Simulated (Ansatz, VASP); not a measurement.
Gd: VASP beside Ansatz

```
Gd
1.0
    -1.98366    1.98366    1.98366
     1.98366   -1.98366    1.98366
     1.98366    1.98366   -1.98366
Gd
1
Direct
  0.00000 0.00000 0.00000
```

This isn't the form of Gd at room conditions, which is hcp.

Alike in both runs: task single point; functional PBEsol; k mesh 9 × 9 × 9; occupations fermi-dirac, width 0.05 eV; collinear spin.

|  | VASP | Ansatz |
| --- | --- | --- |
| version | VASP 6.6.1 | Ansatz 0.2.0 |
| potentials or method | VASP PAW PBE potentials, release 64 (Gd) | Ansatz PAW |
| plane-wave cutoff (eV) | 520 | 420 |
| valence electrons in the cell | 18 | 18 |

```tsv
	VASP	Ansatz	Ansatz less VASP
gap on the k mesh at the Fermi level (eV)	none	none	-
pressure (GPa)	-0.4	-0.4	+0.03
net moment per atom (μB)	7.58	7.59	+0.001
size of the moment on the site where the two differ most (μB)	7.00	7.31	+0.308
```

Site moments also hang on the region over which each program counts them. A gap of «none» marks a metal or a gap that the smearing closes. With one functional, cell and mesh, what is left measures potentials, basis and numerics.

Caveats: spin-orbit coupling is left out, which moves the levels of the heavy elements; the PAW data sets were made with another functional, which shifts forces and pressure a little (VASP); the PAW data sets come from PBE, with cores solved anew for the run's functional, which leaves a small shift of forces and pressure (Ansatz). The state reached can hang on the start; a lower one may exist.
